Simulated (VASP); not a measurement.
# Pd (Im-3m) in VASP: further runs

One crystal, Pd, is run at these levels: PBEsol, RPBE; tasks: relaxation of cell and atoms.

Everything below comes from runs of VASP 6.6.1. Logs are shortened: lines on timing, memory, paths and dates and some standing lists are left out, and cuts for length are marked.

## 1. Starting point

The structure is cubic, space group Im-3m (No. 229). The conventional cell has a = 3.086 Å, b = 3.086 Å, c = 3.086 Å, α = 90.00°, β = 90.00°, γ = 90.00°. Around Pd (site symmetry m-3m) lie 8 Pd at 2.67 Å.

This isn't the form of Pd at room conditions, which is fcc.

## 2. Relaxation of cell and atoms, PBEsol

The input, INCAR:

```
  PREC = Accurate
  ENCUT = 580
  EDIFF = 1E-7
  ISMEAR = 0
  SIGMA = 0.1
  LREAL = False
  LASPH = True
  NELM = 100
  ALGO = Normal
  ISIF = 3
  LWAVE = False
  LCHARG = False
  GGA = PS
  IBRION = 2
  NSW = 90
  EDIFFG = -0.005
```

The input, KPOINTS:

```
regular mesh
0
Gamma
  18 18 18
```

The input, POSCAR:

```
Pd
1.0
   -1.5431889800      1.5431889800      1.5431889800
    1.5431889800     -1.5431889800      1.5431889800
    1.5431889800      1.5431889800     -1.5431889800
Pd
1
Direct
    0.0000000000      0.0000000000      0.0000000000
```

Potentials or basis: VASP PAW PBE potentials, release 64 (Pd).

Started as:

```bash
$ cat potpaw_PBE.64/Pd/POTCAR > POTCAR
$ mpirun -np 1 vasp_std > vasp.out
```

OUTCAR:

```text
PREC = Accurate
   ENCUT = 580
   EDIFF = 1E-7
   ISMEAR = 0
   LREAL = False
   LASPH = True
   NELM = 100
   ISIF = 3
   GGA = PS
   IBRION = 2
   NSW = 90
   EDIFFG = -0.005

 ion  position               nearest neighbor table
   1  0.000  0.000  0.000-

  LATTYP: Found a body centered cubic cell.
 ALAT       =     3.0863779600

  Lattice vectors:

 A1 = (  -1.5431889800,   1.5431889800,   1.5431889800)
 A2 = (   1.5431889800,  -1.5431889800,   1.5431889800)
 A3 = (   1.5431889800,   1.5431889800,  -1.5431889800)

Analysis of symmetry for initial positions (statically):
=====================================================================
 Subroutine PRICEL returns:
 Original cell was already a primitive cell.

 Routine SETGRP: Setting up the symmetry group for a
 body centered cubic supercell.

 Subroutine GETGRP returns: Found 48 space group operations
 (whereof 48 operations were pure point group operations)
 out of a pool of 48 trial point group operations.

The static configuration has the point symmetry O_h .

Analysis of symmetry for dynamics (positions and initial velocities):
=====================================================================
 Subroutine PRICEL returns:
 Original cell was already a primitive cell.

 Routine SETGRP: Setting up the symmetry group for a
 body centered cubic supercell.

 Subroutine GETGRP returns: Found 48 space group operations
 (whereof 48 operations were pure point group operations)
 out of a pool of 48 trial point group operations.

The dynamic configuration has the point symmetry O_h .

 Subroutine INISYM returns: Found 48 space group operations
 (whereof 48 operations are pure point group operations),
 and found     1 'primitive' translations

----------------------------------------------------------------------------------------

                                     Primitive cell

  volume of cell :      14.7000

  direct lattice vectors                    reciprocal lattice vectors
    -1.543188980  1.543188980  1.543188980     0.000000000  0.324004387  0.324004387
     1.543188980 -1.543188980  1.543188980     0.324004387  0.000000000  0.324004387
     1.543188980  1.543188980 -1.543188980     0.324004387  0.324004387  0.000000000

  length of vectors
     2.672881719  2.672881719  2.672881719     0.458211399  0.458211399  0.458211399

  position of ions in fractional coordinates (direct lattice)
     0.000000000  0.000000000  0.000000000

  ion indices of the primitive-cell ions
   primitive index   ion index
                 1           1

----------------------------------------------------------------------------------------

 KPOINTS: regular mesh

Automatic generation of k-mesh.
 Grid dimensions read from file:
 generate k-points for:   18   18   18

 Generating k-lattice:

  Cartesian coordinates                     Fractional coordinates (reciprocal lattice)
     0.000000000  0.018000244  0.018000244     0.055555556  0.000000000  0.000000000
     0.018000244  0.000000000  0.018000244     0.000000000  0.055555556  0.000000000
     0.018000244  0.018000244  0.000000000     0.000000000  0.000000000  0.055555556

  Length of vectors
     0.025456189  0.025456189  0.025456189

  Shift w.r.t. Gamma in fractional coordinates (k-lattice)
     0.000000000  0.000000000  0.000000000

 Subroutine IBZKPT returns following result:
 ===========================================

 Found    195 irreducible k-points:

 Following reciprocal coordinates:
            Coordinates               Weight
  0.000000  0.000000  0.000000      1.000000
  0.055556  0.000000  0.000000     12.000000
  0.111111  0.000000  0.000000     12.000000
  0.166667  0.000000  0.000000     12.000000
  0.222222  0.000000  0.000000     12.000000
  0.277778  0.000000  0.000000     12.000000
[... 16 lines left out ...]
  0.333333  0.111111 -0.000000     48.000000
  0.388889  0.111111  0.000000     48.000000
 [... further k-points ...]
   k-points           NKPTS =    195   k-points in BZ     NKDIM =    195   number of bands    NBANDS=      9
   number of dos      NEDOS =    301   number of ions     NIONS =      1
   total plane-waves  NPLWV =  13824
   dimension x,y,z NGX =    24 NGY =   24 NGZ =   24
   dimension x,y,z NGXF=    48 NGYF=   48 NGZF=   48
   ions per type =               1
   NGX,Y,Z   is equivalent  to a cutoff of  14.93, 14.93, 14.93 a.u.
   NGXF,Y,Z  is equivalent  to a cutoff of  29.85, 29.85, 29.85 a.u.
 SYSTEM =  unknown system
   PREC   = accura    normal or accurate (medium, high low for compatibility)
   ISTART =      0    job   : 0-new  1-cont  2-samecut
   ICHARG =      2    charge: 1-file 2-atom 10-const
   ISPIN  =      1    spin polarized calculation?
   LNONCOLLINEAR =      F non collinear calculations
   LSORBIT =      F    spin-orbit coupling
   LASPH  =      T    aspherical Exc in radial PAW
   ENCUT  =  580.0 eV  42.63 Ry    6.53 a.u.   5.25  5.25  5.25*2*pi/ulx,y,z
   NELM   =    100;   NELMIN=  2; NELMDL= -5     # of ELM steps
   EDIFF  = 0.1E-06   stopping-criterion for ELM
   LREAL  =      F    real-space projection
   EDIFFG = -.5E-02   stopping-criterion for IOM
   NSW    =     90    number of steps for IOM
   IBRION =      2    ionic relax: 0-MD 1-quasi-New 2-CG
   NFREE  =      1    steps in history (QN), initial steepest desc. (CG)
   ISIF   =      3    stress and relaxation
   ISYM   =      2    0-nonsym 1-usesym 2-fastsym
   POTIM  = 0.5000    time-step for ionic-motion
   TEBEG  =    0.0;   TEEND  =   0.0 temperature during run
   PSTRESS=    0.0 pullay stress
   NELECT =      10.0000    total number of electrons
   NUPDOWN=      -1.0000    fix difference up-down
   EMIN   =  10.00;   EMAX   =-10.00  energy-range for DOS
   EFERMI =   0.00;   METHOD = LEGACY
   ISMEAR =     0;   SIGMA  =   0.10  broadening in eV -4-tet -1-fermi 0-gaus
   EFERMI_NEDOS =   21; number of points for ismear=-14 and -15
   IALGO  =     38    algorithm
   IMIX   =      4    mixing-type and parameters
     AMIX     =   0.40;   BMIX     =  1.00
     AMIX_MAG =   1.60;   BMIX_MAG =  1.00
  volume/ion in A,a.u.               =      14.70        99.20
  Fermi-wavevector in a.u.,A,eV,Ry     =   1.439801  2.720829 28.205233  2.073026
  Thomas-Fermi vector in A             =   2.558616
   LORBIT       =      0    0 simple, 1 ext, 2 COOP (PROOUT), +10 PAW based schemes
   GGA     = PS    functional components
   LHFCALC =     F    Hartree Fock is set to
   AEXX    =    0.0000 exact exchange contribution
   IVDW    =     0    specifies the selected vdW correction
   LEPSILON=     F    determine dielectric tensor
   LRPA    =     F    only Hartree local field effects (RPA)
 conjugate gradient relaxation of ions
 non-spin polarized calculation
 Gauss-broadening in eV      SIGMA  =   0.10
  energy-cutoff  :      580.00
  volume of cell :       14.70
 maximum number of plane-waves:       478
 NGX is ok and might be reduce to    24
   NGX = 11   NGY = 11   NGZ = 11

--------------------------------------- Ionic step        1  -------------------------------------------

 number of electron      10.0000000 magnetization

 number of electron       9.9999998 magnetization

 Free energy of the ion-electron system (eV)
  ---------------------------------------------------
  ext. energy  EPLUGINS =         0.00000000
  ---------------------------------------------------
  free energy    TOTEN  =        -5.91276506 eV

  energy without entropy =       -5.90683359  energy(sigma->0) =       -5.90979932

------------------------ aborting loop because EDIFF is reached ----------------------------------------

  FORCE on cell =-STRESS in cart. coord.  units (eV):
  Direction    XX          YY          ZZ          XY          YZ          ZX
  --------------------------------------------------------------------------------------
  -------------------------------------------------------------------------------------
  Total       -0.0873320     -0.0873320     -0.0873320      0.0000000     -0.0000000      0.0000000
  in kB       -9.5184595     -9.5184595     -9.5184595      0.0000000     -0.0000000      0.0000000
  external PRESSURE =      -9.5184595 kB  Pullay stress =       0.0000000 kB

 VOLUME and BASIS-vectors are now :
 -----------------------------------------------------------------------------
  energy-cutoff  :      580.00
  volume of cell :       14.70
      direct lattice vectors                 reciprocal lattice vectors
    -1.543188980  1.543188980  1.543188980     0.000000000  0.324004387  0.324004387
     1.543188980 -1.543188980  1.543188980     0.324004387  0.000000000  0.324004387
     1.543188980  1.543188980 -1.543188980     0.324004387  0.324004387  0.000000000
[... 36 lines left out ...]
 POSITION                                       TOTAL-FORCE (eV/Angst)
 -----------------------------------------------------------------------------------
      1.53669      1.53669      1.53669        -0.000000      0.000000     -0.000000
 -----------------------------------------------------------------------------------
    total drift:                               -0.000000     -0.000000      0.000000

  FREE ENERGIE OF THE ION-ELECTRON SYSTEM (eV)
  ---------------------------------------------------
  free  energy   TOTEN  =        -5.9124102341 eV

  energy  without entropy=       -5.9065821930  energy(sigma->0) =       -5.90949621

--------------------------------------- Ionic step        3  -------------------------------------------

 number of electron       9.9999998 magnetization

 Free energy of the ion-electron system (eV)
  ---------------------------------------------------
  ext. energy  EPLUGINS =         0.00000000
  ---------------------------------------------------
  free energy    TOTEN  =        -5.91297807 eV

  energy without entropy =       -5.90708686  energy(sigma->0) =       -5.91003247

 E-fermi :   9.7605     XC(G=0): -13.4262

 val. band max:        9.7454973835   @ k =  -0.4444  -0.4444   0.3333
 cond. band min:       9.7684206393   @ k =   0.5000   0.5000   0.4444
 fundamental gap:      0.0229232558
 Fermi energy:         9.7605470612

 k-point     1 :       0.0000    0.0000    0.0000
  band No.  band energies     occupation
      1       2.4635      2.00000
      2       6.7407      2.00000
      3       6.7407      2.00000
      4       6.7407      2.00000
      5       8.7905      2.00000
      6       8.7905      2.00000
      7      29.0995      0.00000
      8      29.0995      0.00000
      9      29.0995      0.00000

 k-point     2 :       0.0556    0.0000    0.0000
  band No.  band energies     occupation
      1       2.5834      2.00000
      2       6.6991      2.00000
      3       6.7422      2.00000
      4       6.8271      2.00000
      5       8.7403      2.00000
      6       8.7935      2.00000
      7      29.0481      0.00000
      8      29.1244      0.00000
      9      29.2478      0.00000
[... 253 lines left out ...]
 k-point    24 :       0.3889    0.1111    0.0000
  band No.  band energies     occupation
      1       4.6285      2.00000
      2       5.6277      2.00000
      3       8.2982      2.00000
      4       8.6782      2.00000
      5       9.4972      1.99980
      6      12.1935      0.00000
      7      18.4614      0.00000
      8      24.4768      0.00000
      9      26.9415      0.00000

 [... further k-points ...]
[... 5 lines left out ...]
  --------------------------------------------------------------------------------------
  -------------------------------------------------------------------------------------
  Total        0.0007711      0.0007711      0.0007711      0.0000000      0.0000000      0.0000000
  in kB        0.0844539      0.0844539      0.0844539      0.0000000      0.0000000      0.0000000
  external PRESSURE =       0.0844539 kB  Pullay stress =       0.0000000 kB

 VOLUME and BASIS-vectors are now :
 -----------------------------------------------------------------------------
  energy-cutoff  :      580.00
  volume of cell :       14.63
      direct lattice vectors                 reciprocal lattice vectors
    -1.540700410  1.540700410  1.540700410     0.000000000  0.324527726  0.324527726
     1.540700410 -1.540700410  1.540700410     0.324527726  0.000000000  0.324527726
     1.540700410  1.540700410 -1.540700410     0.324527726  0.324527726  0.000000000

 POSITION                                       TOTAL-FORCE (eV/Angst)
 -----------------------------------------------------------------------------------
      0.00000      0.00000      0.00000         0.000000     -0.000000     -0.000000
 -----------------------------------------------------------------------------------
    total drift:                                0.000000      0.000000     -0.000000

  FREE ENERGIE OF THE ION-ELECTRON SYSTEM (eV)
  ---------------------------------------------------
  free  energy   TOTEN  =        -5.9129780744 eV

  energy  without entropy=       -5.9070868620  energy(sigma->0) =       -5.91003247

 reached required accuracy - stopping structural energy minimisation
```

It took 18 s on 1 thread of Intel Xeon 6975P-C (Granite Rapids), shared host; peak memory 0.17 GiB.

Results:

```yaml
Free_energy: -5.9130 eV
Relaxed_volume: 14.63 Å³/atom
Relaxed_cell: a = 2.669 Å, b = 2.669 Å, c = 2.669 Å, α = 109.47°, β = 109.47°, γ = 109.47°
Space_group_after_relaxing_to_0.05_Å: Im-3m (No. 229)
Energy_gained_by_relaxing: 0.2 meV/atom
Ionic_steps: 3
Pressure_after_relaxing: 0.0 GPa
Band_gap_on_the_k_mesh: none (metal or under the smearing width)
```

Step by step:
```
step  energy change (eV)  largest force (eV/Å)  pressure (GPa)  volume (Å³)
   1              0.0000                0.0000           -0.95        14.70
   2              0.0004                0.0000            1.62        14.51
   3             -0.0002                0.0000            0.01        14.63
```

Final structure:
```cif
data_structure
_symmetry_space_group_name_H-M 'P 1'
_symmetry_Int_Tables_number 1
_cell_length_a 2.6686
_cell_length_b 2.6686
_cell_length_c 2.6686
_cell_angle_alpha 109.471
_cell_angle_beta 109.471
_cell_angle_gamma 109.471
_cell_volume 14.63
loop_
_atom_site_label
_atom_site_type_symbol
_atom_site_fract_x
_atom_site_fract_y
_atom_site_fract_z
_atom_site_occupancy
Pd1 Pd 0.00000 0.00000 0.00000 1
```

Levels at points of the mesh, in eV from the Fermi level:
| k point | band 1 | band 2 | band 3 | band 4 | band 5 | band 6 | band 7 | band 8 | band 9 |
| --- | --- | --- | --- | --- | --- | --- | --- | --- | --- |
| (0.00, 0.00, 0.00) | -7.30 | -3.02 | -3.02 | -3.02 | -0.97 | -0.97 | 19.34 | 19.34 | 19.34 |
| (0.50, 0.00, 0.00) | -5.42 | -4.25 | -1.05 | -0.72 | 0.62 | 1.29 | 7.98 | 15.10 | 17.88 |
| (0.50, 0.50, 0.50) | -5.35 | -5.35 | 0.23 | 0.23 | 0.23 | 9.18 | 9.18 | 9.18 | 17.78 |

Caveat: the PAW data sets were made with another functional, which shifts forces and pressure a little.

## 3. Relaxation of cell and atoms, RPBE

INCAR, as its differences from that of step 2:

```diff
@@ -1,3 +1,3 @@
   PREC = Accurate
-  ENCUT = 580
+  ENCUT = 600
   EDIFF = 1E-7
@@ -12,3 +12,3 @@
   LCHARG = False
-  GGA = PS
+  GGA = RP
   IBRION = 2
```

KPOINTS is that of step 2.

POSCAR is that of step 2.

Potentials or basis: VASP PAW PBE potentials, release 64 (Pd).

Started as:

```bash
$ cat potpaw_PBE.64/Pd/POTCAR > POTCAR
$ mpirun -np 1 vasp_std > vasp.out
```

It took 24 s on 1 thread of Intel Xeon 6975P-C (Granite Rapids), shared host; peak memory 0.18 GiB.

It converged, with:

* Free energy: -4.5923 eV
* Relaxed volume: 15.86 Å³/atom
* Relaxed cell: a = 2.741 Å, b = 2.741 Å, c = 2.741 Å, α = 109.47°, β = 109.47°, γ = 109.47°
* Space group after relaxing (to 0.05 Å): Im-3m (No. 229)
* Energy gained by relaxing: 44.8 meV/atom
* Ionic steps: 4
* Pressure after relaxing: 0.0 GPa
* Band gap on the k mesh: none (metal or under the smearing width)

Step by step:
| step | energy change (eV) | largest force (eV/Å) | pressure (GPa) | volume (Å³) |
| --- | --- | --- | --- | --- |
| 1 | 0.0000 | 0.0000 | 13.55 | 14.70 |
| 2 | 0.0175 | 0.0000 | -10.78 | 17.51 |
| 3 | -0.0447 | 0.0000 | -0.23 | 15.88 |
| 4 | -0.0448 | 0.0000 | -0.01 | 15.86 |

Final structure:
```
Pd
1.0
    -1.58259    1.58259    1.58259
     1.58259   -1.58259    1.58259
     1.58259    1.58259   -1.58259
Pd
1
Direct
  0.00000 0.00000 0.00000
```

Levels at points of the mesh, in eV from the Fermi level:
```
           k point  band 3  band 4  band 5  band 6  band 7  band 8
(0.00, 0.00, 0.00)   -2.63   -2.63   -0.86   -0.86   19.23   19.23
(0.50, 0.00, 0.00)   -0.93   -0.65    0.53    1.58    7.42   14.99
(0.50, 0.50, 0.50)    0.19    0.19    0.19    9.04    9.04    9.04
```

Caveat: the PAW data sets were made with another functional, which shifts forces and pressure a little.
